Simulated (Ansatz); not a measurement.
What moves the field gradients of In₂O₃?

Cell of run 1: an entry of the Crystallography Open Database (COD), atoms as given.

Space group R-3c:H (No. 167); a = 5.4870, c = 14.5100 Å, γ = 120.00°.

| site | Wyckoff | site symmetry | x | y | z |
| --- | --- | --- | --- | --- | --- |
| In | 12c | 3. | 0.0000 | 0.0000 | 0.3573 |
| O | 18e | .2 | 0.9647 | 0.3333 | 0.5833 |

One atom of each set is listed; the run and its k-mesh use a cell of 10 atoms with edges of 5.78, 5.78, 5.78 Å.

Relaxed positions (PBE, cell held):

In (0.0000, 0.0000, 0.3579)
O (0.9626, 0.3333, 0.5833)

All runs are DFT with Ansatz 0.2.0 (plane waves and PAW, scalar-relativistic unless spin–orbit coupling is named, Γ-centred meshes, Fermi–Dirac smearing where given) in this cell.

Run 1: PBE, atoms as given; 420 eV, 7×7×7 k-points, smearing 0.02 eV.
Run 2: PBE, atoms relaxed; 420 eV, 7×7×7 k-points, smearing 0.02 eV.
Run 3: r2SCAN, at the relaxed atoms; 500 eV, 7×7×7 k-points, smearing 0.02 eV.
Run 4: PBE with spin–orbit coupling, at the relaxed atoms; 420 eV, 7×7×7 k-points, smearing 0.02 eV.
Run 5: LDA, at the relaxed atoms; 420 eV, 7×7×7 k-points, smearing 0.02 eV.
Run 6: PBEsol, at the relaxed atoms; 420 eV, 7×7×7 k-points, smearing 0.02 eV.

**Question.** What does each run give, and what moves the gradients most?

**Answer.** 

| run | In V_zz (η) | O V_zz (η) |
| --- | --- | --- |
| 1 | 4.85 (0.00) | -4.54 (0.54) |
| 2 | 4.81 (0.00) | -4.41 (0.56) |
| 3 | 4.91 (0.00) | -4.17 (0.57) |
| 4 | 4.79 (0.00) | -4.42 (0.56) |
| 5 | 4.81 (0.00) | -4.39 (0.56) |
| 6 | 4.81 (0.00) | -4.37 (0.56) |

V_zz in 10²¹ V/m². Against run 1, the gradient tensors on these sites move by at most 0.15 in run 2 (O), 0.39 in run 3 (O), 0.14 in run 4 (O), 0.18 in run 5 (O), 0.18 in run 6 (O). Taken one at a time, the functional (between the two that differ most) moves the tensors on these sites by up to 0.25 (largest principal value of the change, on O), the positions of the atoms (as given or relaxed) by 0.15 (O), spin–orbit coupling by 0.03 (In).

The cell isn't the equilibrium one in runs 1, 2, 4 (calculated pressure 8, 8, 8 GPa), and the entry's cell may itself be off.
